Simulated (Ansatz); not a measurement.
# Zr3AlN4: one candidate of a structure search

The task: take a trial cell of Zr3AlN4 to zero force and stress.

Program: Ansatz 0.2.0. Level of theory: DFT PBE, scalar-relativistic, plane waves, PAW. These are calculated values, not measurements.

### 1 Starting point

The structure is hexagonal, space group P-6m2 (No. 187). The conventional cell has a = 3.303 Å, b = 3.303 Å, c = 11.379 Å, α = 90.00°, β = 90.00°, γ = 120.00°. Zr (site symmetry 3m) is surrounded by 6 N at 2.38 Å. Zr (site symmetry -6m2) has 6 N at 2.38 Å as nearest neighbours. Al (site symmetry -6m2) has 6 N at 2.38 Å as nearest neighbours. N (site symmetry 3m) is surrounded by 6 Zr at 2.38 Å. N (site symmetry 3m) is surrounded by 3 Zr at 2.38 Å and 3 Al at 2.38 Å.

Structure file:

```xyz
8
Lattice="3.3029 0.0000 0.0000 -1.6514 2.8604 0.0000 0.0000 0.0000 11.3787" Properties=species:S:1:pos:R:3 pbc="T T T"
Zr    0.0000    1.9069    8.5340
Zr    0.0000    1.9069    2.8447
Zr    1.6514    0.9535    5.6893
Al    1.6514    0.9535    0.0000
N     0.0000    0.0000    7.1117
N     0.0000    0.0000    1.4223
N     0.0000    0.0000    9.9563
N     0.0000    0.0000    4.2670
```

The start is an ordering of an alloy on its end members' structure types: elements ordered on the sites of the ZrN type, Zr/Al on Zr (P-6m2, No. 187).

### 2 Probe: one point on a coarse mesh

The input, input.yaml:

```yaml
crystal:
  lattice:
    - [3.3028631, 0.0, 0.0]
    - [-1.65143155, 2.86036335, 0.0]
    - [0.0, 0.0, 11.37865374]
  atoms:
    - { symbol: Zr, position: [0.33333333, 0.66666667, 0.75] }
    - { symbol: Zr, position: [0.33333333, 0.66666667, 0.25] }
    - { symbol: Zr, position: [0.66666667, 0.33333333, 0.5] }
    - { symbol: Al, position: [0.66666667, 0.33333333, 0.0] }
    - { symbol: "N", position: [0.0, 0.0, 0.625] }
    - { symbol: "N", position: [0.0, 0.0, 0.125] }
    - { symbol: "N", position: [0.0, 0.0, 0.875] }
    - { symbol: "N", position: [0.0, 0.0, 0.375] }
basis:
  ecutwfc: 420
kpoints:
  mp_grid: { grid: [6, 6, 2] }
hamiltonian:
  xc: pbe
scf:
  occupations: { method: gaussian, width: 0.1 }
  lower_state_search: "off"
output:
  forces: true
  stress: true
  eigenvalues: true
```

The run is started by

```console
$ ansatz run input.yaml --threads 1 --pin off --max-ram 2560MiB --backend cpu --events-out ev --progress --plain --runs-dir out
```

Further runs follow: rough relaxation on the coarse mesh; spin check on a coarse mesh; relaxation on the finer mesh.

**Question.** What will these runs give? Wanted: conventional cell; volume; energy over the elements; gap on the mesh.

As calculated:

```
                                                              quantity                                                                        value
                                symmetry at the end (tolerance 0.05 Å)                                                  space group P-6m2 (No. 187)
                                                     conventional cell  a = 3.120 Å, b = 3.120 Å, c = 10.864 Å, α = 90.00°, β = 90.00°, γ = 120.00°
                                                                volume                                                                11.45 Å³/atom
energy over the elements (uncorrected; H, N, O, F and Cl as molecules)                                                                -1.33 eV/atom
                                                       gap on the mesh                                                                 none (metal)
```

The space group P-6m2 (No. 187) is kept, and the volume per atom shrinks by 14.8 % from the first guess. It lies below the elements, which doesn't yet make it stable: competing phases were not computed in this session. No finished test with a distortion of lower symmetry is shown, so the end may be a saddle point. A spin-polarised run here lost its starting moments, which speaks against magnetism, though one start doesn't rule it out. Other magnetic orders were not searched.
